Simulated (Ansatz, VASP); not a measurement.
## HfB2 in VASP and in Ansatz

The input INCAR:

```
SYSTEM = HfB2
PREC = Accurate
ENCUT = 520
EDIFF = 1E-8
ISMEAR = -1
SIGMA = 0.03
LREAL = .FALSE.
LASPH = .TRUE.
NELM = 80
ALGO = Normal
ISIF = 2
LWAVE = .FALSE.
LCHARG = .FALSE.
GGA = PS
LEFG = .TRUE.
NBANDS = 15
```

KPOINTS

```
regular mesh
0
G
  15 15 12
  0 0 0
```

File POSCAR:

```
HfB2
1.0
    3.2015843649      0.0000000000      0.0000000000
   -1.6007921825      2.7726533923      0.0000000000
    0.0000000000      0.0000000000      3.5482526220
Hf B
1 2
Direct
    0.0000000000      0.0000000000      0.0000000000
    0.3333333333      0.6666666667      0.5000000000
    0.6666666667      0.3333333333      0.5000000000
```

Input for Ansatz:

```yaml
crystal:
  lattice:
    - [3.2015843649, 0.0, 0.0]
    - [-1.6007921825, 2.7726533923, 0.0]
    - [0.0, 0.0, 3.548252622]
  atoms:
    - { symbol: Hf, position: [0.0, 0.0, 0.0] }
    - { symbol: B, position: [0.3333333333, 0.6666666667, 0.5] }
    - { symbol: B, position: [0.6666666667, 0.3333333333, 0.5] }
kpoints:
  mp_grid: { grid: [15, 15, 12] }
scf:
  occupations: { method: fermi_dirac, width: 0.03 }
hamiltonian:
  xc: pbesol
  pseudopotentials: { kind: paw }
output:
  forces: true
  stress: true
  eigenvalues: true
  efg: { contact_densities: true }
```

Change from the starting cell: volume scaled by 1.06, PAW files.

Alike in both runs: task electric field gradients; functional PBEsol; k mesh 15 × 15 × 12; occupations fermi-dirac, width 0.03 eV; no spin polarisation.

```csv
,VASP,Ansatz
version,VASP 6.6.1,Ansatz 0.2.0
potentials or method,"VASP PAW PBE potentials, release 64 (Hf_pv, B)","PAW with Ansatz's default frozen-core files, scalar-relativistic"
plane-wave cutoff (eV),520,420
valence electrons in the cell,16,32
```

|  | VASP | Ansatz | Ansatz less VASP |
| --- | --- | --- | --- |
| pressure (GPa) | -17.4 | -17.1 | +0.27 |
| largest component of the traceless stress (GPa) | 0.41 | 0.33 | -0.082 |
| Vzz of the field gradient on the site that differs most (V/Å²) | 78.0 | 105.9 | +27.91 |

The two sets of potentials don't hold the same shells in valence. Ansatz warned: «gradients_without_spin_orbit».

Caveats: so large a pressure means that the cell lies far from this level's equilibrium, or that cutoff or potentials fall short (VASP); the potentials were made for another functional, which shifts forces and pressure (VASP). The runs have no spin-orbit coupling, so splittings on Hf are missing.
